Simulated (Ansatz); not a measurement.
# SbPt (P6_3/mmc) in Ansatz: notebook

Runs on SbPt. Level: PBEsol+U. Tasks: projected density of states.

Everything below comes from runs of Ansatz 0.2.0. Logs are shortened: lines on timing, memory, paths and dates and some standing lists are left out, and cuts for length are marked.

### Step 1. The crystal as given

Symmetry: P6_3/mmc, No. 194, hexagonal system. The conventional cell has a = 4.120 Å, b = 4.120 Å, c = 5.470 Å, α = 90.00°, β = 90.00°, γ = 120.00°. Pt (site symmetry -3m) is surrounded by 2 Pt at 2.73 Å and 6 Sb at 2.74 Å. Sb (site symmetry -6m2) has 6 Pt at 2.74 Å as nearest neighbours.

### Step 2. Projected density of states, PBEsol+U

Contents of input.yaml:

```yaml
crystal:
  lattice:
    - [4.12, 0.0, 0.0]
    - [-2.06, 3.5680246636, 0.0]
    - [0.0, 0.0, 5.47]
  atoms:
    - { symbol: Pt, position: [0.0, 0.0, 0.5] }
    - { symbol: Pt, position: [0.0, 0.0, 0.0] }
    - { symbol: Sb, position: [0.6666666667, 0.3333333333, 0.75] }
    - { symbol: Sb, position: [0.3333333333, 0.6666666667, 0.25] }
hamiltonian:
  xc: pbesol
  pseudopotentials: { kind: paw }
  hubbard: { sites: [{ species: Pt, l: d, u_eff: 3.0 }] }
kpoints:
  mp_grid: { grid: [8, 8, 5] }
scf:
  occupations: { method: fermi_dirac, width: 0.05 }
  n_extra_bands: 10
output:
  forces: true
  stress: true
  eigenvalues: true
  dos: { projected: true, de: 0.05, nscf_kmesh: { grid: [12, 12, 8] } }
```

Potentials or basis: Ansatz PAW.

Started as:

```
> ansatz run input.yaml --threads 2 --pin off --max-ram 5632MiB --backend cpu --events-out ev --progress --plain --runs-dir out
```

What it wrote:

```text
Warning: RAYON_NUM_THREADS=2 ignored (pool sized by the plan → 2); use --threads N
Pt: projections on atomic orbitals take those of the free atom [Kr 4d10 4f14] 5s2 5p6 5d9 6s1, of charge +0.00 (hamiltonian.pseudopotentials.projection_atoms); the dataset's partial waves leave at most 9.1e-5 of an orbital's norm unspanned inside its sphere
Sb: projections on atomic orbitals take those of the free atom [Kr] 4d10 5s2 5p3, of charge +0.00 (hamiltonian.pseudopotentials.projection_atoms); the dataset's partial waves leave at most 3.6e-6 of an orbital's norm unspanned inside its sphere
scf.n_extra_bands = 10 over 33 filled bands (N_el = 66.0): the run solves 43 bands
Engine: ansatz 0.2.0, x86_64-unknown-linux-gnu
Pseudopotentials: kind: paw
Pseudopotential: Pt, paw, valence charge 18, recommended cutoff 420 eV (normal), Pt.paw.azcp
Pseudopotential: Sb, paw, valence charge 15, recommended cutoff 420 eV (normal), Sb.paw.azcp
Functional definition: PBEsol
  exchange = pbesol_x
  correlation = pbesol_c
Crystal: 4 atoms, lattice volume = 80.410 Å³
Basis set: ecut = 420 eV, 1567 PW (Γ), exchange–correlation on 60×60×80 points (8 copies of the dense FFT grid, shifted against one another)
Bands: 43, of which v1, the nominal top of the filled ones, is band 33 counted from 1 (32 counted from 0)
Symmetry: 24 space group operations
Space group: P63/mmc (ITA 194), of the structure as read, at distance tolerance 4.3e-5 Å
k-points: 30 of 320
Non-local potential: Pt, projectors of the file, l = 0: 3, l = 1: 2, l = 2: 2, l = 3: 1
Non-local potential: Sb, projectors of the file, l = 0: 2, l = 1: 2, l = 2: 2, l = 3: 2
PAW form: soft (Blöchl's): semilocal exchange-correlation on the pseudo side does not see the compensation charge
PAW frozen core: Pt, regenerated for the run's functional, and the local potential with it (the file was generated under x = pbe(κ = 0.804, μ = 0.2195149727645171), c = pbe(β = 0.06672455060314922))
PAW frozen core: Sb, regenerated for the run's functional, and the local potential with it (the file was generated under x = pbe(κ = 0.804, μ = 0.2195149727645171), c = pbe(β = 0.06672455060314922))
PAW one-centre angular grid: Pt, 590 points (default); XC on 64 Gauss nodes
PAW one-centre angular grid: Sb, 590 points (default); XC on 64 Gauss nodes
Initial density: superposition of atomic densities (chi_scale 0.1, normalization cell, long waves of neutral atoms under a Hubbard term (reshape's long-wave potential 0.00 eV rms, cloud 2.75 Å wide))
Initial wavefunctions: pseudopotential atomic-orbital guess
Functional: x = pbesol(κ = 0.804, μ = 0.12345679012345678), c = pbesol(β = 0.046)
SCF iter   1: F=—  HF=-37583.649770 eV  |F-HF|=—  |Δ(HF+E_count)|=         —  Δρ=5.90e-2  dr2=2.82e0  ethr=3.10e-3  ⟨swp⟩=6.6  Hψ=5257  notcnv=0  defer=17
preconditioner: auto → Kerker (q_TF=auto, 2.640 Å⁻¹)  [metal: Δε(μ)=0.080 eV  Ē_g=10.502 eV  σ=0.050 eV  W_gap=0.38  n_scr=22 (ndim 8)  ℏωp=22.7 eV  f_vac=0.000  D(μ)=2.68/eV (n_scr^D=22)]
SCF iter   2: F=—  HF=-37583.073819 eV  |F-HF|=—  |Δ(HF+E_count)|=   5.76e-1  Δρ=2.12e-2  dr2=2.38e-1  ethr=3.10e-3  ⟨swp⟩=2.0  Hψ=1986  notcnv=0  defer=97
SCF iter   3: F=—  HF=-37583.064845 eV  |F-HF|=—  |Δ(HF+E_count)|=   8.97e-3  Δρ=8.46e-3  dr2=4.97e-2  ethr=3.60e-4  ⟨swp⟩=2.0  Hψ=1763  notcnv=0  defer=97
SCF iter   4: F=—  HF=-37583.063699 eV  |F-HF|=—  |Δ(HF+E_count)|=   1.15e-3  Δρ=2.16e-3  dr2=4.58e-3  ethr=7.53e-5  ⟨swp⟩=2.0  Hψ=1410  notcnv=0  defer=97
SCF iter   5: F=—  HF=-37583.063440 eV  |F-HF|=—  |Δ(HF+E_count)|=   2.59e-4  Δρ=4.97e-4  dr2=3.28e-4  ethr=6.94e-6  ⟨swp⟩=2.0  Hψ=1665  notcnv=0  defer=97
SCF iter   6: F=—  HF=-37583.063435 eV  |F-HF|=—  |Δ(HF+E_count)|=   5.24e-6  Δρ=2.67e-4  dr2=8.59e-5  ethr=4.97e-7  ⟨swp⟩=2.0  Hψ=1889  notcnv=0  defer=97
SCF iter   7: F=—  HF=-37583.063451 eV  |F-HF|=—  |Δ(HF+E_count)|=   1.68e-5  Δρ=6.53e-5  dr2=5.02e-6  ethr=1.30e-7  ⟨swp⟩=2.0  Hψ=1698  notcnv=0  defer=97
SCF iter   8: F=-37583.063452 eV  HF=-37583.063452 eV  |F-HF|=6.04e-10  |Δ(HF+E_count)|=   7.04e-7  Δρ=8.83e-6  dr2=5.28e-8  ethr=1.52e-10  ⟨swp⟩=9.6  Hψ=7164  notcnv=0
SCF 1 converged in 8 iterations: F = -37583.063452 eV  dr2 = 5.28e-8
NSCF: frozen V_eff on 95 k-points
SCF converged after 8 iterations
Free energy (F): -37583.063452 eV
Harris-Foulkes:  -37583.063452 eV  (|F-HF|=6.04e-10)
Internal energy: -37583.041933 eV  (E = F + TS)
E sigma→0 (E₀):  -37583.052692 eV
Entropy (-TS):   -0.021519 eV (-5.380 meV/atom)
Fermi energy:    16.530456 eV
--- Per-component energies (eV) ---
  E_band       = -669.334756
  E_kinetic    = 1703.882662
  E_local      = -6668.058946  (includes V_loc(G=0)·N_el)
  E_nonlocal   = 1139.616245
  E_hartree    = 2780.648298
  E_xc         = -799.597939
  E_vxc        = -803.406670  (∫ρ·V_xc dr)
  E_hubbard    = 2.215740  (on-site DFT+U / exact-exchange correction)
  E_vhub       = -23.071766  (the Hubbard potential's part of the band-sum identity)
  E_paw        = -27637.812987  (= ΣΔE_a)
  E_vpaw       = -1579.589329  (= ΣTr[D̂ρ^β])
  E_aug_tail   = 0.000382  (compensation charges beyond the density's cutoff)
  E_ewald      = -8105.173064
  E_core_change = 1.237676  (= ΣΔE_core)
  E_smearing   = -0.021519  (= −TS)
  E_closure    = 0.000000  (closes the sum)
  Σ components = -37583.063452   (vs F -37583.063452, Δ=0.00e0)
--- Forces (eV/Å), atoms counted from 1 ---
  atom   1  Pt    -0.00000000     0.00000000     0.00000000
  atom   2  Pt    -0.00000000     0.00000000    -0.00000000
  atom   3  Sb     0.00000000    -0.00000000     0.00000000
  atom   4  Sb    -0.00000000     0.00000000     0.00000000
  max |Σ_I F_I| component: 1.85e-17 eV/Å
--- Stress (GPa, compression-positive) ---
        3.543002       0.000000       0.000000
       -0.000000       3.543002       0.000000
        0.000000       0.000000       4.329089
  P = ⅓ Tr σ = 3.8050 GPa (38.050 kbar)
--- Band table (eV; the first three rows and the last of 30) ---
  k-point 0: bands = ["-81.4778", "-81.4642", "-35.9186", "-35.7365", "-35.7365", "-35.7069", "-35.7069", "-35.6164", "-12.8722", "-12.8722", "-12.8593", "-12.8593", "-12.8493", "-12.8493", "-12.8431", "-12.8391", "-12.8300", "-12.8300", "3.7059", "7.6458", "9.4172", "9.9900", "10.1086", "10.1086", "11.2085", "11.2085", "12.2477", "12.2477", "13.7451", "13.7451", "16.6768", "16.6768", "17.0246", "19.0278", "19.1378", "20.2691", "20.2691", "20.6650", "22.1150", "22.1150", "24.9249", "24.9249", "25.0220"]
[... 3 lines left out ...]
Occupation matrices written to <dir>
```

dos.tsv:

```text
# E-E_F[eV]	g_bin_mean(E)[states/eV]	N(E)
# format = ansatz-dos/2
# fermi_ev = 16.526225
# fermi_mp_grid = 12 12 8
# fermi_mp_shift = 0 0 0
# nscf_kmesh_grid = 12 12 8
# nscf_kmesh_shift = 0 0 0
# tetrahedron_fermi_ev = 16.544015
# g_bin_mean(E): the states in a bin one row spacing wide, centred on E, divided by that spacing. States that the method places at a single energy (under output.dos.method: tetrahedron, those of a tetrahedron whose four corners have one energy) are counted whole in the row whose bin holds that energy (on the edge of two bins, in the lower row). The sum of g_bin_mean over a run of rows, times the row spacing, is the number of states from half a spacing under the first of them to half a spacing over the last (a plain sum, not the trapezoid rule).
-98.504599	0.000000e0	0.000000e0
-98.454599	0.000000e0	0.000000e0
-98.404599	0.000000e0	0.000000e0
-98.354599	0.000000e0	0.000000e0
-98.304599	0.000000e0	0.000000e0
-98.254599	0.000000e0	0.000000e0
[... 2216 lines left out ...]
12.595401	0.000000e0	8.600000e1
12.645401	0.000000e0	8.600000e1
```

occupation_matrices:

```text
# The occupation matrices of the corrected shells as a run of Ansatz 0.0.0 ended. An entry of
# hamiltonian.hubbard.sites starts from them by `starting_ns: <path of this file>`, where that key's refused
# combinations let it.
# Free energy -37583.063452 eV.
[... 27 lines left out ...]
  site1_d:
    matrix:
      - [0.9157318827923676, 2.131042501445738e-19, -7.473858999884381e-18, 6.730244242175059e-17, 1.7655751419600125e-19]
      - [2.131042501445738e-19, 0.9142860172874435, -8.232763960190526e-21, -1.6818946939255984e-19, -0.05518819330797737]
      - [-7.329298710219648e-18, -8.232763960190574e-21, 0.9142860172874434, -0.055188193307977355, -2.1660388045869911e-19]
      - [6.730244242175059e-17, -1.6818946939255984e-19, -0.055188193307977355, 0.9197786371352791, 1.0521944400935593e-20]
      - [5.018181659416526e-19, -0.055188193307977376, -2.8888402529106606e-19, 1.0521944400935641e-20, 0.9197786371352791]
```

It took 5.6 s on 2 threads of Intel Xeon 6975P-C (Granite Rapids), shared host; peak memory 0.56 GiB.

What came out:

| Quantity | Value |
| --- | --- |
| Free energy | -37583.0635 eV |
| Pressure | 3.8 GPa |
| Band gap on the k mesh | none (metal or under the smearing width) |
| Density of states at the Fermi level | 1.69 states/eV per cell |

States per cell in windows of 0.5 eV (zero at the Fermi level; states under -8 eV left out):
```csv
from (eV),total,Pt 5d,Sb 5p,Pt 6s,Sb 5s,Pt 5p,Pt 5s
-8.0,0.28,0.11,0.08,0.07,0.01,0.00,0.00
-7.5,0.53,0.23,0.17,0.09,0.03,0.00,0.00
-7.0,1.57,0.80,0.57,0.14,0.04,0.00,0.00
-6.5,2.83,1.94,0.75,0.09,0.02,0.01,0.00
-6.0,2.40,1.73,0.52,0.11,0.02,0.00,0.00
-5.5,2.16,1.67,0.40,0.04,0.03,0.00,0.00
-5.0,2.78,2.19,0.44,0.07,0.04,0.01,0.00
-4.5,3.82,3.27,0.32,0.12,0.05,0.00,0.00
-4.0,2.28,1.81,0.30,0.08,0.05,0.00,0.00
-3.5,1.82,1.45,0.25,0.04,0.05,0.00,0.00
-3.0,1.44,1.00,0.30,0.03,0.07,0.00,0.00
-2.5,0.79,0.36,0.32,0.03,0.05,0.00,0.00
-2.0,0.86,0.35,0.39,0.03,0.06,0.00,0.00
-1.5,0.89,0.33,0.41,0.04,0.08,0.00,0.00
-1.0,0.86,0.30,0.40,0.04,0.09,0.00,0.00
-0.5,0.81,0.28,0.39,0.02,0.09,0.00,0.00
0.0,1.00,0.30,0.51,0.03,0.12,0.00,0.00
0.5,0.58,0.13,0.34,0.02,0.06,0.00,0.00
1.0,0.81,0.16,0.48,0.05,0.07,0.00,0.00
1.5,0.91,0.17,0.54,0.07,0.05,0.00,0.00
2.0,0.91,0.15,0.55,0.08,0.04,0.00,0.00
2.5,0.80,0.11,0.50,0.08,0.02,0.00,0.00
3.0,0.79,0.11,0.50,0.09,0.01,0.00,0.00
3.5,0.56,0.06,0.26,0.13,0.01,0.00,0.00
4.0,0.96,0.06,0.31,0.27,0.01,0.00,0.01
4.5,1.58,0.08,0.53,0.46,0.04,0.00,0.01
5.0,0.78,0.03,0.26,0.26,0.02,0.00,0.01
5.5,0.70,0.02,0.14,0.16,0.01,0.00,0.00
6.0,0.61,0.01,0.07,0.06,0.01,0.00,0.00
6.5,1.12,0.02,0.08,0.06,0.01,0.00,0.00
7.0,1.01,0.01,0.06,0.04,0.00,0.00,0.00
7.5,1.31,0.02,0.06,0.04,0.01,0.00,0.00
```

Eigenvalues of the final occupation matrices:
```
  site  spin  trace               eigenvalues
site 1     1   4.58  0.86 0.86 0.92 0.97 0.97
site 2     1   4.58  0.86 0.86 0.92 0.97 0.97
```

Caveat: U without spin polarisation on a metal has little footing; the PAW data sets come from PBE, with cores solved anew for the run's functional, which leaves a small shift of forces and pressure; the U is typed as a test and isn't derived for this compound; the density of states is complete only up to the lowest level of the last band computed. The run has no spin-orbit coupling, so splittings on Pt, Sb are missing.

### Step 3. Projected density of states, PBEsol+U

Edit input.yaml of step 2 so:

```diff
@@ -13,3 +13,3 @@
   pseudopotentials: { kind: paw }
-  hubbard: { sites: [{ species: Pt, l: d, u_eff: 3.0 }] }
+  hubbard: { sites: [{ species: Pt, l: d, u_eff: 4.0 }] }
 kpoints:
```

Potentials or basis: Ansatz PAW.

Started as:

```
> ansatz run input.yaml --threads 2 --pin off --max-ram 5632MiB --backend cpu --events-out ev --progress --plain --runs-dir out
```

Run time: 5.6 s. Hardware: 2 threads of Intel Xeon 6975P-C (Granite Rapids), shared host; peak memory 0.56 GiB.

It converged, with:

| Item | Value |
| --- | --- |
| Free energy | -37582.3405 eV |
| Pressure | 4.0 GPa |
| Band gap on the k mesh | none (metal or under the smearing width) |
| Density of states at the Fermi level | 1.63 states/eV per cell |

Stress tensor (GPa, compression positive):
```
3.49 0.00 0.00
0.00 3.49 0.00
0.00 0.00 4.99
```

Levels at points of the mesh, in eV from the Fermi level:
| k point | band 30 | band 31 | band 32 | band 33 | band 34 | band 35 | band 36 | band 37 |
| --- | --- | --- | --- | --- | --- | --- | --- | --- |
| (0.00, 0.00, 0.00) | -2.98 | 0.23 | 0.23 | 0.40 | 2.55 | 2.69 | 3.76 | 3.76 |
| (0.00, -0.50, 0.00) | -3.10 | -3.03 | -2.99 | -2.68 | -0.69 | 1.97 | 4.59 | 4.64 |

States per cell in windows of 1 eV (zero at the Fermi level; states under -8 eV left out):
| from (eV) | total | Pt 5d | Sb 5p | Pt 6s | Sb 5s | Pt 5p | Pt 5s |
| --- | --- | --- | --- | --- | --- | --- | --- |
| -8.0 | 0.88 | 0.42 | 0.25 | 0.15 | 0.04 | 0.00 | 0.01 |
| -7.0 | 4.83 | 3.21 | 1.30 | 0.21 | 0.05 | 0.01 | 0.01 |
| -6.0 | 4.87 | 3.73 | 0.89 | 0.15 | 0.06 | 0.01 | 0.00 |
| -5.0 | 6.67 | 5.58 | 0.68 | 0.22 | 0.10 | 0.01 | 0.00 |
| -4.0 | 3.83 | 2.99 | 0.56 | 0.11 | 0.12 | 0.01 | 0.00 |
| -3.0 | 1.65 | 0.77 | 0.64 | 0.06 | 0.12 | 0.01 | 0.00 |
| -2.0 | 1.71 | 0.62 | 0.83 | 0.06 | 0.14 | 0.01 | 0.00 |
| -1.0 | 1.65 | 0.54 | 0.81 | 0.06 | 0.18 | 0.00 | 0.00 |
| 0.0 | 1.56 | 0.40 | 0.86 | 0.05 | 0.18 | 0.00 | 0.00 |
| 1.0 | 1.67 | 0.31 | 1.01 | 0.11 | 0.12 | 0.00 | 0.00 |
| 2.0 | 1.71 | 0.26 | 1.07 | 0.15 | 0.06 | 0.00 | 0.00 |
| 3.0 | 1.34 | 0.17 | 0.79 | 0.20 | 0.02 | 0.00 | 0.00 |
| 4.0 | 2.32 | 0.13 | 0.76 | 0.68 | 0.04 | 0.00 | 0.02 |
| 5.0 | 1.66 | 0.06 | 0.48 | 0.50 | 0.04 | 0.00 | 0.01 |
| 6.0 | 1.60 | 0.03 | 0.15 | 0.13 | 0.02 | 0.00 | 0.00 |
| 7.0 | 2.32 | 0.03 | 0.13 | 0.08 | 0.01 | 0.00 | 0.00 |

Eigenvalues of the final occupation matrices:
| site | spin | trace | eigenvalues |
| --- | --- | --- | --- |
| site 1 | 1 | 4.60 | 0.87 0.87 0.92 0.97 0.97 |
| site 2 | 1 | 4.60 | 0.87 0.87 0.92 0.97 0.97 |

Caveat: U without spin polarisation on a metal has little footing; the PAW data sets come from PBE, with cores solved anew for the run's functional, which leaves a small shift of forces and pressure; the U is typed as a test and isn't derived for this compound; the density of states is complete only up to the lowest level of the last band computed. Spin-orbit coupling is left out, which matters for the levels of Pt, Sb.

### Step 4. Projected density of states, PBEsol+U

Edit input.yaml of step 3 so:

```diff
@@ -13,3 +13,3 @@
   pseudopotentials: { kind: paw }
-  hubbard: { sites: [{ species: Pt, l: d, u_eff: 4.0 }] }
+  hubbard: { sites: [{ species: Pt, l: d, u_eff: 5.0 }] }
 kpoints:
@@ -24 +24,5 @@
   dos: { projected: true, de: 0.05, nscf_kmesh: { grid: [12, 12, 8] } }
+  write_density: true
+  write_potential: true
+  elf: true
+  volumetric_format: npy
```

Started as:

```
> ansatz run input.yaml --threads 2 --pin off --max-ram 5632MiB --backend cpu --events-out ev --progress --plain --runs-dir out
```

Run time: 5.8 s. Hardware: 2 threads of Intel Xeon 6975P-C (Granite Rapids), shared host; peak memory 0.6 GiB.

The run converged. Its results:

```yaml
Free_energy: -37581.6483 eV
Pressure: 4.2 GPa
Band_gap_on_the_k_mesh: none (metal or under the smearing width)
Density_of_states_at_the_Fermi_level: 1.57 states/eV per cell
```

Stress tensor (GPa, compression positive):
```
3.56 0.00 0.00
0.00 3.56 0.00
0.00 0.00 5.59
```

Levels at points of the mesh, in eV from the Fermi level:
```tsv
k point	band 31	band 32	band 33	band 34	band 35	band 36
(0.00, 0.00, 0.00)	0.29	0.30	0.30	2.60	2.76	3.78
(0.00, -0.50, 0.00)	-3.02	-2.96	-2.61	-0.72	1.98	4.62
```

States per cell in windows of 0.5 eV (zero at the Fermi level; states under -8 eV left out):
```
from (eV)  total  Pt 5d  Sb 5p  Pt 6s  Sb 5s  Pt 5p  Pt 5s
     -8.0   0.35   0.18   0.09   0.07   0.01   0.00   0.00
     -7.5   0.70   0.41   0.17   0.08   0.02   0.00   0.00
     -7.0   3.52   2.38   0.95   0.14   0.03   0.01   0.00
     -6.5   1.75   1.32   0.34   0.06   0.01   0.00   0.00
     -6.0   2.41   1.86   0.43   0.07   0.02   0.00   0.00
     -5.5   2.85   2.29   0.42   0.07   0.04   0.01   0.00
     -5.0   3.53   3.00   0.32   0.11   0.05   0.00   0.00
     -4.5   2.69   2.19   0.28   0.14   0.05   0.00   0.00
     -4.0   1.74   1.36   0.24   0.07   0.05   0.00   0.00
     -3.5   1.66   1.21   0.30   0.04   0.08   0.00   0.00
     -3.0   0.75   0.34   0.29   0.03   0.07   0.00   0.00
     -2.5   0.78   0.27   0.40   0.03   0.06   0.00   0.00
     -2.0   0.82   0.28   0.42   0.03   0.06   0.00   0.00
     -1.5   0.86   0.28   0.44   0.03   0.08   0.00   0.00
     -1.0   0.84   0.27   0.42   0.04   0.09   0.00   0.00
     -0.5   0.78   0.24   0.40   0.03   0.09   0.00   0.00
      0.0   0.93   0.24   0.51   0.03   0.12   0.00   0.00
      0.5   0.62   0.13   0.38   0.02   0.06   0.00   0.00
      1.0   0.70   0.13   0.43   0.04   0.06   0.00   0.00
      1.5   0.92   0.16   0.57   0.06   0.06   0.00   0.00
      2.0   0.86   0.14   0.55   0.07   0.04   0.00   0.00
      2.5   0.84   0.11   0.54   0.08   0.02   0.00   0.00
      3.0   0.81   0.11   0.55   0.07   0.01   0.00   0.00
      3.5   0.53   0.06   0.28   0.11   0.01   0.00   0.00
      4.0   0.71   0.05   0.24   0.21   0.01   0.00   0.00
      4.5   1.43   0.07   0.45   0.42   0.02   0.00   0.01
      5.0   1.17   0.05   0.38   0.38   0.04   0.00   0.01
      5.5   0.60   0.01   0.15   0.17   0.01   0.00   0.00
      6.0   0.66   0.01   0.10   0.11   0.01   0.00   0.00
      6.5   0.80   0.01   0.06   0.05   0.01   0.00   0.00
      7.0   1.18   0.02   0.08   0.05   0.01   0.00   0.00
      7.5   1.13   0.01   0.06   0.04   0.00   0.00   0.00
```

Eigenvalues of the final occupation matrices:
```tsv
site	spin	trace	eigenvalues
site 1	1	4.62	0.87 0.87 0.93 0.97 0.97
site 2	1	4.62	0.87 0.87 0.93 0.97 0.97
```

Caveat: U without spin polarisation on a metal has little footing; the PAW data sets come from PBE, with cores solved anew for the run's functional, which leaves a small shift of forces and pressure; the U is typed as a test and isn't derived for this compound; the density of states is complete only up to the lowest level of the last band computed. Spin-orbit coupling is left out, which matters for the levels of Pt, Sb.

### Step 5. Summary

```csv
U,gap on the mesh (eV),pressure (GPa)
Pt d U = 3 eV,none,3.8
Pt d U = 4 eV,none,4.0
Pt d U = 5 eV,none,4.2
```

Alike in all rows: task projected density of states; level PBEsol+U; potentials or basis Ansatz PAW; no spin polarisation; cell as given; k mesh 8 × 8 × 5; cutoff (eV) 420; smearing fermi-dirac 0.05 eV.

Every run on the cell as given and a fine mesh finds a metal.

Caveats: U without spin polarisation on a metal has little footing; the PAW data sets come from PBE, with cores solved anew for the run's functional, which leaves a small shift of forces and pressure; the U is typed as a test and isn't derived for this compound; the density of states is complete only up to the lowest level of the last band computed.

Total energies depend on the potentials used, so only differences within one code and one set of settings carry meaning.
